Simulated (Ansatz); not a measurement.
## Yb under changes of volume

One of the cells (41.281 Å³/atom); the others are scaled copies at fixed shape and fractional positions:

```
Yb
1.0
     0.00000    2.74310    2.74310
     2.74310    0.00000    2.74310
     2.74310    2.74310    0.00000
Yb
1
Direct
  0.00000 0.00000 0.00000
```

- Program: Ansatz 0.2.0
- Functional: r2SCAN
- Potentials or basis: Ansatz PAW
- Cutoff: 500 eV (not typed: the program's choice for these potentials)
- k mesh: 8 × 8 × 8
- Occupations: fermi-dirac, width 0.05 eV
- Spin: collinear spin, ferromagnetic start
- Starting moments: [1.0] μB

```csv
volume (Å³/atom),energy over the lowest point (meV/atom),pressure (GPa)
38.805,0.00,-1.7
39.630,9.81,-1.9
40.456,21.02,-2.2
41.281,33.49,-2.4
42.107,?,?
42.933,61.65,-2.8
43.758,77.10,-3.0
```

Q: What does the run at 42.107 Å³/atom give?

A: Energy over the lowest point 47.08 meV/atom; pressure -2.6 GPa.

Worked out: A Birch-Murnaghan fit of order 3 (a polynomial in V^(-2/3)) to the other rows has no minimum within the range. It gives 47.07 meV/atom at 42.107 Å³/atom, against the run's 47.08, and -dE/dV = -2.7 GPa, against -2.6.

Energies are extrapolated to zero smearing.

Caveats: the magnetic or orbital state may not be the lowest; the PAW data sets come from PBE, with cores solved anew for the run's functional, which leaves a small shift of forces and pressure; the starting moments weren't kept.
